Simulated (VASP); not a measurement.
# Hg: intraband terms of a metal's spectrum

Hg, P2_1/m (no. 11), 2 atoms in the cell. PBE, independent-particle dielectric function; PAW potentials Hg (PBE set).

## Input

INCAR.step1:
```
SYSTEM = Hg
EDIFF = 1E-7
ENCUT = 280
ISMEAR = 1
KPAR = 4
LASPH = .True.
LCHARG = .True.
LMAXMIX = 4
LWAVE = .False.
PREC = Accurate
SIGMA = 0.1
```

INCAR.step2:
```
SYSTEM = Hg
CSHIFT = 0.1
EDIFF = 1E-6
ENCUT = 280
ICHARG = 11
ISMEAR = 0
KPAR = 4
LASPH = .True.
LCHARG = .False.
LMAXMIX = 4
LWAVE = .True.
NBANDS = 30
NEDOS = 3000
OMEGAMAX = 30
PREC = Accurate
SIGMA = 0.3
```

INCAR.step3, as INCAR.step2 but for:
```
- LWAVE = .True.
+ ALGO = None
+ ISTART = 1
+ LOPTICS = .True.
+ LWAVE = .False.
+ NELM = 1
```

INCAR.step4, as INCAR.step3 but for:
```
+ WPLASMAI = 0.03
```

INCAR.step5 to INCAR.step6 change the same tag again: WPLASMAI = 0.1, 0.3.

INCAR.step7, as INCAR.step6 but for:
```
- WPLASMAI = 0.3
+ RTIME = 1
```

INCAR.step8, as INCAR.step7 but for:
```
- RTIME = 1
+ RTIME = 40
```

INCAR.step9, as INCAR.step8 but for:
```
- RTIME = 40
+ LNABLA = .True.
```

INCAR.step10, as INCAR.step9 but for:
```
- ISMEAR = 0
- LNABLA = .True.
+ ISMEAR = -5
```

KPOINTS.step1:
```
k-points
0
Gamma
  9 5 9
```

KPOINTS.step2:
```
k-points
0
Gamma
  8 4 7
```

POSCAR:
```
Hg
1.0
    3.4133030269      0.0000000000      0.0000000000
    0.0000000000      5.4991271400      0.0000000000
   -1.6998547957      0.0000000000      3.0241256614
Hg
2
Direct
    0.3484403100      0.7500000000      0.1957718400
    0.6515596900      0.2500000000      0.8042281600
```

Commands (each step's output is kept before the next begins):
```
cat potpaw_PBE.64/Hg/POTCAR > POTCAR
cp INCAR.step1 INCAR
cp KPOINTS.step1 KPOINTS
mpirun -np 4 vasp_std > vasp.out
cp INCAR.step2 INCAR
cp KPOINTS.step2 KPOINTS
mpirun -np 4 vasp_std > vasp.out
cp INCAR.step3 INCAR
mpirun -np 4 vasp_std > vasp.out
cp INCAR.step4 INCAR
mpirun -np 4 vasp_std > vasp.out
cp INCAR.step5 INCAR
mpirun -np 4 vasp_std > vasp.out
cp INCAR.step6 INCAR
mpirun -np 4 vasp_std > vasp.out
cp INCAR.step7 INCAR
mpirun -np 4 vasp_std > vasp.out
cp INCAR.step8 INCAR
mpirun -np 4 vasp_std > vasp.out
cp INCAR.step9 INCAR
mpirun -np 4 vasp_std > vasp.out
cp INCAR.step10 INCAR
mpirun -np 4 vasp_std > vasp.out
```

## Result

- Direct gap on the mesh (eV): 0.95
- Gap on the mesh (eV): -0.46
- Bands: 30

One ground state, settings moved in the last step alone:

| Settings | Plasma frequency (eV) | Im ε at 0.5 eV | Im ε at 1 eV | Im ε at 2 eV | Im ε at 4 eV | Time (s) |
|---|---|---|---|---|---|---|
| interband part alone | 1.83 | 1.7 | 17.0 | 31.1 | 4.1 | 8 |
| Drude term, WPLASMAI 0.03 | 1.83 | 2.5 | 17.1 | 31.1 | 4.1 | 11 |
| Drude term, WPLASMAI 0.1 | 1.83 | 4.3 | 17.3 | 31.2 | 4.1 | 11 |
| Drude term, WPLASMAI 0.3 | 1.83 | 7.6 | 17.9 | 31.2 | 4.1 | 10 |
| relaxation time RTIME 1 fs | 1.83 | 8.2 | 18.5 | 31.4 | 4.1 | 10 |
| relaxation time RTIME 40 fs | 1.83 | 2.2 | 17.0 | 31.1 | 4.1 | 10 |
| transversal form (LNABLA) | 1.84 | 1.7 | 17.3 | 31.7 | 4.1 | 9 |
| tetrahedron method | – | – | – | – | – | no result |

Limits: Spin-orbit coupling is left out, which can matter with atoms this heavy.

VASP 6.6.1 took 96 s on 4 cores (Intel Xeon Platinum 8375C @ 2.90GHz (Ice Lake)), a shared host.
